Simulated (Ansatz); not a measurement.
## Trial inputs on Be

The reference input for Ansatz (plane-wave DFT with PAW):

```yaml
crystal:
  lattice:
    - [2.2647826536, 0.0, 0.0]
    - [-1.1323913268, 1.9613593121, 0.0]
    - [0.0, 0.0, 3.57410246]
  atoms:
    - { symbol: Be, position: [0.33333333, 0.66666667, 0.75] }
    - { symbol: Be, position: [0.66666667, 0.33333333, 0.25] }
basis:
  ecutwfc: 420
kpoints:
  mp_grid: { grid: [12, 12, 6] }
hamiltonian:
  xc: pbe
scf:
  occupations: { method: gaussian, width: 0.1 }
output:
  forces: true
  stress: true
  eigenvalues: true
```

Command:

```bash
ansatz run input.yaml --threads 1 --pin off --max-ram 1331MiB --backend cpu --events-out ev --progress --plain --runs-dir out
```

The run converges in 6 SCF iterations on 76 irreducible k-points: pressure -0.55 GPa, no gap.

The inputs are trials, many of them unsound on purpose. Their numbers show the effect of the settings and aren't properties of the material. Each trial's input is given as a difference from the reference's; energies are extrapolated to zero smearing where there is one, and pressure is positive in compression. Charged cells sit in a uniform background, and their pressures hang on that convention.

Problem. Trial 1:

```diff
 kpoints:
-  mp_grid: { grid: [12, 12, 6] }
+  mp_grid: { grid: [6, 6, 4] }
 hamiltonian:
-  xc: pbe
+  xc: revpbe0
```

What happens?

Solution. The run converges in 11 SCF iterations on 21 irreducible k-points: pressure 1.33 GPa, no gap. It warns that the count of filled bands differs between k-points; that the threshold of exact exchange is loose for the stress; that the SCF threshold is loose for the stress.

Problem. Trial 2:

```diff
 crystal:
   atoms:
-    - { symbol: Be, position: [0.33333333, 0.66666667, 0.75] }
+    - { symbol: Be, position: [0.3333333333, 0.6666666667, 0.75], spin: 0.5 }
 kpoints:
-  mp_grid: { grid: [12, 12, 6] }
+  mp_grid: { grid: [6, 6, 2] }
 scf:
+  lower_state_search: "off"
+  n_extra_bands: 30
 output:
+  populations: true
+magnetization:
+  spin_polarized: true
+  magnetic_field: 1
```

What does the program give?

Solution. The run converges in 19 SCF iterations on 14 irreducible k-points: pressure 1.65 GPa, no gap, cell moment 0.00 μB (in the typed magnetic field). It warns that the starting moments were lost.

Problem. Trial 3:

```diff
 kpoints:
-  mp_grid: { grid: [12, 12, 6] }
+  mp_grid: { grid: [7, 9, 1] }
 scf:
+  max_iter: 300
```

What does the program give?

Solution. The run converges in 6 SCF iterations on 32 irreducible k-points: energy 1.16 eV per atom above the reference, pressure 14.08 GPa, largest force 0.060 eV/Å, no gap. It warns that the mesh lowers the symmetry.

Problem. Trial 4:

```diff
 crystal:
+  symmetry: { tolerance: 0.01 }
-basis:
-  ecutwfc: 420
+basis: {}
 kpoints:
-  mp_grid: { grid: [12, 12, 6] }
+  mp_grid: { kspacing: 1.1 }
 hamiltonian:
+  dispersion: d3bjatm
+  pseudopotentials: { kind: nc }
 scf:
+  convergence: { dr2_threshold: "1e-13 eV" }
+  self_checks: high
 output:
-  forces: true
+  forces: false
```

What happens?

Solution. The run converges in 8 SCF iterations on 6 irreducible k-points: at 1800 eV, the cutoff that these potentials take when none is typed, pressure 3.30 GPa, no gap, on another set of potentials (valence electrons Be 4; in the reference Be 2).

Problem. Trial 5:

```diff
 scf:
-  occupations: { method: gaussian, width: 0.1 }
+  occupations: { method: methfessel_paxton, width: 0.0015 }
+  eigensolver: { mixed_precision: false }
+  max_iter: 64
+magnetization:
+  spin_polarized: true
+  initial_magnetization: 0.0
```

How does this run end?

Solution. The run converges in 5 SCF iterations on 76 irreducible k-points: energy 0.17 meV per atom above the reference, pressure -0.57 GPa, no gap, cell moment 0.00 μB. It warns that no starting moments were given; that the state wasn't tested for a lower one.

Problem. Trial 6:

```diff
 basis:
-  ecutwfc: 420
+  ecutwfc: "25 Ry"
 kpoints:
-  mp_grid: { grid: [12, 12, 6] }
+  mp_grid: { grid: [9, 8, 3], shift: [0.5, 0.0, 0.86] }
```

How does this run end?

Solution. The run converges in 6 SCF iterations on 111 irreducible k-points: energy 31.4 meV per atom above the reference, pressure -0.41 GPa, largest force 0.008 eV/Å, no gap. It warns that the cutoff lies under the recommended one, 420 eV for these potentials; that the mesh lowers the symmetry.

Problem. Trial 7:

```diff
-basis:
-  ecutwfc: 420
+basis: {}
 kpoints:
-  mp_grid: { grid: [12, 12, 6] }
+  mp_grid: { grid: [2, 9, 3] }
 hamiltonian:
-  xc: pbe
+  xc: lda
 scf:
-  occupations: { method: gaussian, width: 0.1 }
+  occupations: { method: methfessel_paxton, width: 0.025 }
+  convergence: { dr2_threshold: "1e-5 eV" }
 output:
+  dos: { method: smearing }
+  populations: true
+magnetization:
+  spin_polarized: true
+  initial_magnetization: 0.0
```

What does the program give?

Solution. The run converges in 5 SCF iterations on 20 irreducible k-points: pressure -8.27 GPa, largest force 0.405 eV/Å, gap on the sampled k-points 0.02 eV (the reference is a metal, so it comes from the sampling or the changed settings), cell moment 0.00 μB. It warns that the SCF threshold is loose for the forces; that no starting moments were given; that the state wasn't tested for a lower one; that the SCF threshold is loose for the stress; that the mesh lowers the symmetry.

Problem. Trial 8:

```diff
 basis:
-  ecutwfc: 420
+  ecutwfc: 270
 kpoints:
-  mp_grid: { grid: [12, 12, 6] }
+  mp_grid: { grid: [6, 6, 2], shift: [0.5, 0.5, 0.5] }
 scf:
+  n_extra_bands: 3
+  max_iter: 52
+dielectric: {}
```

How does this run end?

Solution. The program refuses the input:

```text
Error: dielectric: with output.stress: true / relax.cell: / md.ensemble: npt_langevin / elastic: — a dielectric run assembles no stress — the request is not carried onto its reference SCF, so the run would end without the tensor the deck asked for; drop the stress request and compute the stress in a separate scf run of the same crystal
```

Next try, with these keys changed back:

```diff
-dielectric: {}
```

The run converges in 6 SCF iterations on 12 irreducible k-points: energy 129 meV per atom below the reference, pressure -1.39 GPa, largest force 0.110 eV/Å, gap on the sampled k-points 2.13 eV (the reference is a metal, so it comes from the sampling or the changed settings). It warns that the cutoff lies under the recommended one, 420 eV for these potentials; that the mesh lowers the symmetry.

Problem. Trial 9:

```diff
 scf:
-  occupations: { method: gaussian, width: 0.1 }
+  occupations: { method: explicit }
+  max_iter: 300
```

What happens?

Solution. The program refuses the input:

```text
Error: invalid value for `scf.occupations.values`: required for method: explicit
```

Next try, with these keys changed back:

```diff
 scf:
-  occupations: { method: explicit }
+  occupations: { method: gaussian, width: 0.1 }
```

The run converges in 6 SCF iterations on 76 irreducible k-points: the reference's energy to 0.01 meV per atom, pressure -0.55 GPa, no gap.

Problem. Trial 10 (one atom moved):

```diff
 crystal:
   atoms:
-    - { symbol: Be, position: [0.33333333, 0.66666667, 0.75] }
+    - { symbol: Be, position: [0.3333333333, 0.6666666667, 0.8059581048] }
+total_charge: 2
 basis:
-  ecutwfc: 420
+  ecutwfc: 620
 kpoints:
-  mp_grid: { grid: [12, 12, 6] }
+  mp_grid: { grid: [3, 3, 2] }
+  band_path: { path: [VBM, CBM], npoints: 5 }
```

How does this run end?

Solution. The run converges in 6 SCF iterations on 6 irreducible k-points: pressure 200 GPa (with the neutralising background of the charged cell), largest force 1.977 eV/Å, no gap.